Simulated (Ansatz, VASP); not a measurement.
**HgTe in VASP and in Ansatz**

Contents of INCAR:

```
SYSTEM = HgTe
PREC = Accurate
ENCUT = 520
EDIFF = 1E-7
ISMEAR = 0
SIGMA = 0.1
LREAL = .FALSE.
LASPH = .TRUE.
NELM = 60
ALGO = Normal
ISIF = 2
LWAVE = .FALSE.
LCHARG = .TRUE.
GGA = PS
LELF = .TRUE.
LVHAR = .TRUE.
NBANDS = 16
```

Contents of KPOINTS:

```
regular mesh
0
G
  10 10 10
  0 0 0
```

POSCAR

```
HgTe
1.0
   -3.0456030000      3.0456030000      1.5594100000
    3.0456030000     -3.0456030000      1.5594100000
    3.0456030000      3.0456030000     -1.5594100000
Hg Te
1 1
Direct
    0.7500000000      0.2500000000      0.5000000000
    0.0000000000      0.0000000000      0.0000000000
```

input.yaml

```yaml
crystal:
  lattice:
    - [-3.045603, 3.045603, 1.55941]
    - [3.045603, -3.045603, 1.55941]
    - [3.045603, 3.045603, -1.55941]
  atoms:
    - { symbol: Hg, position: [0.75, 0.25, 0.5] }
    - { symbol: Te, position: [0.0, 0.0, 0.0] }
kpoints:
  mp_grid: { grid: [10, 10, 10] }
scf:
  occupations: { method: gaussian, width: 0.1 }
hamiltonian:
  xc: pbesol
  pseudopotentials: { kind: all_electron, lapw: { basis_error: 0.001 } }
output:
  forces: true
  stress: true
  eigenvalues: true
```

Measurements of this composition are mostly on another form, of space group No. 216.

Alike in both runs: task single point; functional PBEsol; k mesh 10 × 10 × 10; occupations gaussian, width 0.1 eV; no spin polarisation.

```csv
,VASP,Ansatz
version,VASP 6.6.1,Ansatz 0.2.0
potentials or method,"VASP PAW PBE potentials, release 64 (Hg, Te)","all-electron LAPW, scalar-relativistic"
plane-wave cutoff (eV),520,see its input
```

Ansatz gave:

- gap on the k mesh at the Fermi level (eV): none
- pressure (GPa): -3.3
- largest component of the traceless stress (GPa): 2.90

**Question.** What did VASP give for the same quantities?

**Answer.** gap on the k mesh at the Fermi level (eV): none; pressure (GPa): -3.2; largest component of the traceless stress (GPa): 2.91.

A gap of «none» marks a metal or a gap that the smearing closes. Ansatz ran all-electron here, so the differences hold the error of VASP's frozen core and of both bases.

Caveats: the PAW data sets were made with another functional, which shifts forces and pressure a little (VASP). Spin-orbit coupling is left out, which matters for the levels of Hg, Te.
